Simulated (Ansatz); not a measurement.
# BaTiO3 (Pm-3m): a soft mode frozen in, part 3 of 3

Which phase does BaTiO3 (Pm-3m) fall into along its unstable mode, and how much energy does it gain?

Ansatz 0.2.0; DFT PBEsol, scalar-relativistic, plane waves, PAW.

So far. Step 5 (Energy along the mode, all amplitudes (two of the runs …): The lowest of the steps tried is at 0.08 Å, 1.45 meV/atom below the parent; the bottom of the well need not coincide with a step. Step 7 (The new phase in its own primitive cell): The largest force component left is 0.31 meV/Å and the pressure is -0.004 GPa, within the tolerances set. The cell now holds 12.65 Å³/atom. The relaxed cell has a = 3.956, c = 4.044 Å (conventional setting).

## Step 8: Modes of the new phase, k-mesh 6×6×6

A relaxed structure may still be a saddle point, so its zone-centre modes are computed. The response to a homogeneous field gives the Born charges and the dielectric tensor, and its change with displacement the Raman tensors.

input.yaml reads:

```yaml
crystal:
  lattice:
    - [3.9555117899, 0.0, 0.0]
    - [0.0, 3.9555117899, 0.0]
    - [0.0, 0.0, 4.0440506883]
  atoms:
    - { symbol: Ba, position: [0.5, 0.5, 0.5048941687] }
    - { symbol: Ti, position: [0.0, 0.0, 0.020107001] }
    - { symbol: O, position: [0.5, 0.0, 0.9858150669] }
    - { symbol: O, position: [0.0, 0.0, 0.4751387864] }
    - { symbol: O, position: [0.0, 0.5, 0.9858150669] }
kpoints:
  mp_grid: { grid: [6, 6, 6] }
hamiltonian:
  xc: pbesol
scf:
  occupations: { method: fixed }
output:
  eigenvalues: true
phonons:
  method: dfpt
  dielectric: true
  rigid_motions: translations
  raman: true
```

Launch:

```bash
> ansatz run input.yaml --threads 4 --pin off --max-ram 7168MiB --backend cpu --events-out ev --progress --plain --runs-dir out
```

Numbers of over 12 decimals in the logs are rounded to 6 here.

The program printed:

```text
[...]
Crystal: 5 atoms, lattice volume = 63.274 Å³
Basis set: ecut = 420 eV, 1229 PW (Γ), exchange–correlation on 54×54×60 points (8 copies of the dense FFT grid, shifted against one another)
Bands: 25, of which v1, the nominal top of the filled ones, is band 20 counted from 1 (19 counted from 0)
Symmetry: 8 space group operations
k-points: 112 of 216 (irreducible under 1 space group operation, time reversal used)
[...]
SCF iter   1: F=—  HF=-10027.512786 eV  |F-HF|=—  |Δ(HF+E_count)|=         —  Δρ=1.70e-2  dr2=1.56e-1  ethr=1.77e-3  ⟨swp⟩=4.5  Hψ=11867  notcnv=0  defer=244
[...]
SCF iter  11: F=-10027.478636 eV  HF=-10027.478636 eV  |F-HF|=3.64e-12  |Δ(HF+E_count)|=  1.82e-11  Δρ=7.26e-8  dr2=2.96e-12  ethr=1.00e-12  ⟨swp⟩=12.5  Hψ=19091  notcnv=0
SCF 1 converged in 11 iterations: F = -10027.478636 eV  dr2 = 2.96e-12
[...]
Bands: 21, of which v1, the nominal top of the filled ones, is band 20 counted from 1 (19 counted from 0)
k-points: 40 of 512 (time reversal used)
[...]
Eigensolver: Dense (40 Hₖ)
SCF iter   1: F=—  HF=-10027.474692 eV  |F-HF|=—  |Δ(HF+E_count)|=         —  Δρ=5.18e-4  dr2=3.19e-5  ethr=1.00e-1
[...]
SCF iter   8: F=-10027.474694 eV  HF=-10027.474694 eV  |F-HF|=3.64e-12  |Δ(HF+E_count)|=  3.64e-12  Δρ=1.16e-7  dr2=9.36e-12  ethr=1.00e-12
SCF 1 converged in 8 iterations: F = -10027.474694 eV  dr2 = 9.36e-12
[...]
SCF converged after 11 iterations
Free energy (F): -10027.478636 eV
[...]
Internal energy: -10027.478636 eV  (E = F + TS)
E sigma→0 (E₀):  -10027.478636 eV
Fermi energy:    10.450917 eV
[...]
--- Band table (eV; the first three rows and the last of 112) ---
  k-point 0: bands = [... 16 lower, 9.1583, 9.9932, 10.0809, 10.0809, 12.2997, 12.6770, 12.6770, 14.7320, ... 1 higher]
  k-point 1: bands = [... 16 lower, 8.9453, 9.4891, 9.9995, 9.9995, 12.3310, 13.0669, 13.0669, 14.7285, ... 1 higher]
  k-point 2: bands = [... 16 lower, 8.5752, 8.7443, 9.8377, 9.8377, 12.3956, 13.7795, 13.7795, 14.7280, ... 1 higher]
  k-point 111: bands = [... 16 lower, 8.0117, 10.2292, 10.2292, 10.4509, 14.7678, 14.7678, 14.8172, 16.9573, ... 1 higher]
[...]
k mesh reduced under 1 symmetry operation, with k and −k counted as one. Each operation leaves every solved perturbation unchanged. A smaller set is not considered because the run solves the response to a homogeneous field
  ASR residual: 1.393e-4 → 0.000e0 eV/Å²; symmetrization residual: 6.018e-6 eV/Å²
  ASR residual per site (eV/Å²): 1.84e-5 1.39e-4 3.98e-5 3.34e-5 3.98e-5
[...]
ε∞ (high-frequency dielectric tensor):
        6.442611     0.000000     0.000000
        0.000000     6.442611     0.000000
        0.000000     0.000000     5.732916
[...]
Born effective charges Z* (e; rows j = field, columns β = displacement):
    site 0:
         2.76012    0.00000   -0.00000
         0.00000    2.76012    0.00000
        -0.00000    0.00000    2.86104
    site 1:
         7.02530    0.00000   -0.00000
         0.00000    7.02530    0.00000
        -0.00000    0.00000    5.74168
    site 2:
        -5.60913    0.00000    0.00000
         0.00000   -2.14482    0.00000
         0.00000    0.00000   -1.96642
    site 3:
        -2.03146    0.00000   -0.00000
         0.00000   -2.03146    0.00000
         0.00000    0.00000   -4.66987
    site 4:
        -2.14482    0.00000   -0.00000
         0.00000   -5.60913    0.00000
        -0.00000    0.00000   -1.96642
  Z* charge neutrality: 3.466e-3 e pre-enforcement
  solved inside a basis spanned on kpoints, on 8×8×8 k-points: ε∞ is read to err by 2.0e-2, Z* by 2.6e-2 e (field_mesh: kpoints solves on kpoints); Z* is corrected for what the basis lacks
[...]
optical modes at Γ without the LO–TO term, one row a degenerate level:
      ω (cm⁻¹)  modes    IR ((D/Å)²/amu)  static Raman (Å⁴/amu)  depolarisation
       -115.48      2           154.0149               246.3245           0.750
        163.92      1             6.2135                 5.2710           0.026
        170.61      2             3.9263                 0.2081           0.750
        284.26      1             0.0000                10.0551           0.750
        287.06      2             0.5263                38.5690           0.750
        312.29      1            39.2606               718.9844           0.035
        467.93      2             7.5755                26.4031           0.750
        518.79      1            14.3893               932.1137           0.026
  optical modes at Γ + LO–TO along q̂ = [1.0000, 0.0000, 0.0000]:
      ω (cm⁻¹)  modes    IR ((D/Å)²/amu)  static Raman (Å⁴/amu)  depolarisation
       -115.48      1            77.0075               123.1622           0.750
        163.92      1             6.2135                 5.2710           0.026
        167.09      1             0.0255                 4.2445           0.750
        170.61      1             1.9631                 0.1041           0.750
        284.26      1             0.0000                10.0551           0.750
        286.33      1             0.0244                14.0790           0.750
        287.06      1             0.2631                19.2845           0.750
        312.29      1            39.2606               718.9844           0.035
        445.65      1             3.3383                 0.4066           0.750
        467.93      1             3.7878                13.2015           0.750
        518.79      1            14.3893               932.1137           0.026
        665.59      1            79.6334                 6.4905           0.750
  optical modes at Γ + LO–TO along q̂ = [0.0000, 1.0000, 0.0000]:
      ω (cm⁻¹)  modes    IR ((D/Å)²/amu)  static Raman (Å⁴/amu)  depolarisation
       -115.48      1            77.0075               123.1622           0.750
        163.92      1             6.2135                 5.2710           0.026
        167.09      1             0.0255                 4.2445           0.750
        170.61      1             1.9631                 0.1041           0.750
        284.26      1             0.0000                10.0551           0.750
        286.33      1             0.0244                14.0790           0.750
        287.06      1             0.2631                19.2845           0.750
        312.29      1            39.2606               718.9844           0.035
        445.65      1             3.3383                 0.4066           0.750
        467.93      1             3.7878                13.2015           0.750
        518.79      1            14.3893               932.1137           0.026
        665.59      1            79.6334                 6.4905           0.750
  optical modes at Γ + LO–TO along q̂ = [0.0000, 0.0000, 1.0000]:
      ω (cm⁻¹)  modes    IR ((D/Å)²/amu)  static Raman (Å⁴/amu)  depolarisation
       -115.48      2           154.0149               246.3245           0.750
        170.61      2             3.9263                 0.2081           0.750
        184.86      1             0.2285                61.6567           0.069
        284.26      1             0.0000                10.0551           0.750
        287.06      2             0.5263                38.5690           0.750
        453.66      1             4.0569                45.0965           0.002
        467.93      2             7.5755                26.4031           0.750
        711.01      1            55.5781               705.4410           0.050
```

It took 6.9 min on 4 threads of Arm Neoverse N1, shared host; peak memory 1.3 GiB.

This step gave:

| Item | Value |
| --- | --- |
| sum-rule residual before enforcement | 1.39e-4 eV/Å² |
| miss of the charge sum rule | 0.003466 e |
| estimated error of the dielectric tensor | 0.01998 |
| estimated error of the Born charges | 0.02631 e |
| point group | 4mm |
| highest optical mode at the zone centre (no LO-TO term) | 518.8 cm⁻¹ |
| lowest optical zone-centre mode | -115.5 cm⁻¹ |
| mean high-frequency dielectric constant | 6.206 |
| largest Born charge (third of the trace) | 6.597 e |
| top of the zone-centre spectrum with the field | 711.0 cm⁻¹ |

Without the LO-TO term. Patterns of degenerate modes are one choice out of their space. Modes at Γ, with each element's share of the kinetic energy (negative means imaginary):

| mode | frequency (cm⁻¹) | symmetry | Ba % | Ti % | O % |
| --- | --- | --- | --- | --- | --- |
| 1 | -115.5 | E | 0 | 46 | 54 |
| 2 | -115.5 | E | 0 | 46 | 54 |
| 3 | 0.0 | acoustic | 59 | 21 | 21 |
| 4 | 0.0 | acoustic | 59 | 21 | 21 |
| 5 | 0.0 | acoustic | 59 | 21 | 21 |
| 6 | 163.9 | A1 | 41 | 21 | 38 |
| 7 | 170.6 | E | 41 | 32 | 27 |
| 8 | 170.6 | E | 41 | 32 | 27 |
| 9 | 284.3 | B1 | 0 | 0 | 100 |
| 10 | 287.1 | E | 0 | 0 | 100 |
| 11 | 287.1 | E | 0 | 0 | 100 |
| 12 | 312.3 | A1 | 1 | 57 | 43 |
| 13 | 467.9 | E | 0 | 2 | 98 |
| 14 | 467.9 | E | 0 | 2 | 98 |
| 15 | 518.8 | A1 | 0 | 1 | 99 |

Displacements in mode 2 (-115.5 cm⁻¹), the largest set to 1:
```
Ba1  0.00  0.01  0.00
Ti2 -0.04  0.70  0.00
O3   0.06 -0.69  0.00
O4   0.03 -0.51  0.00
O5   0.04 -1.00  0.00
```

Displacements in mode 12 (312.3 cm⁻¹), the largest set to 1:
```
Ba1  0.00  0.00 -0.06
Ti2  0.00  0.00  1.00
O3   0.00  0.00 -0.99
O4   0.00  0.00 -0.53
O5   0.00  0.00 -0.99
```

Optical modes at the zone centre, without and with the macroscopic field of the longitudinal modes; each column is sorted by frequency, so a row need not hold one and the same mode. Modes with and without the field, by row:

| rank among optical modes | no field (cm⁻¹) | q along (1, 0, 0) (cm⁻¹) | q along (0, 0, 1) (cm⁻¹) |
| --- | --- | --- | --- |
| 1 | -115.5 | -115.5 | -115.5 |
| 2 | -115.5 | 163.9 | -115.5 |
| 3 | 163.9 | 167.1 | 170.6 |
| 4 | 170.6 | 170.6 | 170.6 |
| 5 | 170.6 | 284.3 | 184.9 |
| 6 | 284.3 | 286.3 | 284.3 |
| 7 | 287.1 | 287.1 | 287.1 |
| 8 | 287.1 | 312.3 | 287.1 |
| 9 | 312.3 | 445.6 | 453.7 |
| 10 | 467.9 | 467.9 | 467.9 |
| 11 | 467.9 | 518.8 | 467.9 |
| 12 | 518.8 | 665.6 | 711 |

Born charge (rows field, columns displacement) (e), principal values of the symmetric part by kind of site:

| atom | atoms with these values | low | middle | high | mean |
| --- | --- | --- | --- | --- | --- |
| Ba1 | 1 | 2.76 | 2.76 | 2.86 | 2.79 |
| Ti2 | 1 | 5.74 | 7.03 | 7.03 | 6.60 |
| O3 | 2 | -5.61 | -2.14 | -1.97 | -3.24 |
| O4 | 1 | -4.67 | -2.03 | -2.03 | -2.91 |

In full for Ba1:

```
2.76 0.00 0.00
0.00 2.76 0.00
0.00 0.00 2.86
```

High-frequency dielectric tensor:

```
6.44 0.00 0.00
0.00 6.44 0.00
0.00 0.00 5.73
```

Transverse modes; imaginary modes are left out. Infrared lines, with heights relative to the strongest:

| position (cm⁻¹) | label | relative intensity |
| --- | --- | --- |
| 164 | A1 | 16 |
| 171 | E | 10 |
| 284 | B1 | 0.0 |
| 287 | E | 1.3 |
| 312 | A1 | 100 |
| 468 | E | 19 |
| 519 | A1 | 37 |

Activity x (w_L - w)^4 (n + 1)/w, 532 nm, 300 K; imaginary modes are left out; the tensors are static ones, while 532 nm light lies above the computed direct gap, where resonance would change the heights; modes without the macroscopic field alone. Raman lines, with heights relative to the strongest:

| position (cm⁻¹) | label | relative intensity |
| --- | --- | --- |
| 164 | A1 | 2.1 |
| 171 | E | 0.1 |
| 284 | B1 | 1.6 |
| 287 | E | 6.1 |
| 312 | A1 | 100 |
| 468 | E | 2.1 |
| 519 | A1 | 63 |

Before it was imposed, the acoustic sum rule was missed by 1.4e-4 eV/Å² and the charge sum rule by 0.0035 e. Small misses are needed for a sound result but don't prove that mesh and cutoff are converged. The lowest optical mode is imaginary, 115.5i cm⁻¹, so the energy falls along it.

## Step 9: Summary of results

```
unstable mode of the parent                                                      : q = (0, 0, 0), 188i cm⁻¹
depth at the lowest point sampled                                                : 1.45 meV/atom
largest atomic shift at that point                                               : 0.08 Å
space group reached (within 0.01 Å)                                              : P4mm
energy gained over the parent (first relaxation, on the mesh of the frozen mode) : 3.20 meV/atom
volume per atom, phase reached                                                   : 12.7 Å³
gap on the k-mesh, phase reached                                                 : 1.85 eV
lowest optical zone-centre mode, phase reached                                   : -115 cm⁻¹
highest optical mode at the zone centre (no LO-TO term), phase reached           : 519 cm⁻¹
```

In words: Along this mode the structure falls into P4mm, 3.20 meV/atom below the parent. At the parent's cell the well is 1.449 meV/atom deep on the steps tried, with its lowest point at a shift of 0.08 Å. Relaxing atoms and cell changes the gain by +1.76 meV/atom against the lowest step (energies at zero smearing). The new phase still has an imaginary mode at the zone centre of its cell, so it is a saddle point on the way to a lower structure. Of the 3 patterns followed to their end from this parent, this one ends 1.09 meV/atom above the lowest, R3m. Another end point lies within 1 meV/atom; how such a difference moves with mesh and cutoff was not tested. Each path keeps the symmetry of its pattern, so a lower phase may lie along a pattern not tried. Spin-orbit coupling is left out, which can matter for the heavy elements here.

[Logs are printed without paths, hosts, clocks, repeated set-up lines and the standing remarks that a program may print on its own settings, such as how far it seeks lower states.]

[Hosts, paths, dates, database ids (printed as entryN), source tags and the programs' standing remarks are cut or masked in the printed files.]
